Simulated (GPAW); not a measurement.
Runs of GPAW 26.7.0 on Ti. The structure is hexagonal, space group P6_3/mmc (No. 194). The conventional cell has a = 2.950 Å, b = 2.950 Å, c = 4.680 Å, α = 90.00°, β = 90.00°, γ = 120.00°. Ti (site symmetry -6m2) is surrounded by 12 Ti at 2.89 to 2.95 Å. 

| task | level | cell | smearing | optimizer | fmax | max steps | convergence | gap on the mesh (eV) | pressure (GPa) | relaxed volume (Å³/atom) |
| --- | --- | --- | --- | --- | --- | --- | --- | --- | --- | --- |
| single point | PBE | as given | gaussian 0.026 eV | - | - | - | - | none | -2.0 | - |
| relaxation of cell and atoms | PBE+D4 | relaxed | fermi-dirac 0.05 eV | LBFGS | 0.02 eV/Å | 40 | density=1e-05 forces=0.0001 | none | -0.1 | 17.05 |
| single point | PBE | as given | gaussian 0.024 eV | - | - | - | - | none | -2.0 | - |
| single point | PBE | as given | gaussian 0.025 eV | - | - | - | - | none | -2.0 | - |
| relaxation of cell and atoms | PBE+D3(BJ) | relaxed | fermi-dirac 0.05 eV | BFGS | 0.01 eV/Å | 60 | density=1e-05 forces=0.0001 | none | 0.0 | (a) |

Alike in all rows: potentials or basis GPAW PAW data sets (gpaw-data 1.2.1), pw; no spin polarisation; k mesh 10 × 10 × 6; cutoff (eV) 600.

Question: Fill in the values left out.

Answer: (a) 16.44.

Caveats: later steps reuse the first step's grids (some runs); pairwise dispersion overbinds metals, which lowers pressure and volume (some runs).

A gap of «none» marks a metal or a gap under the smearing width.
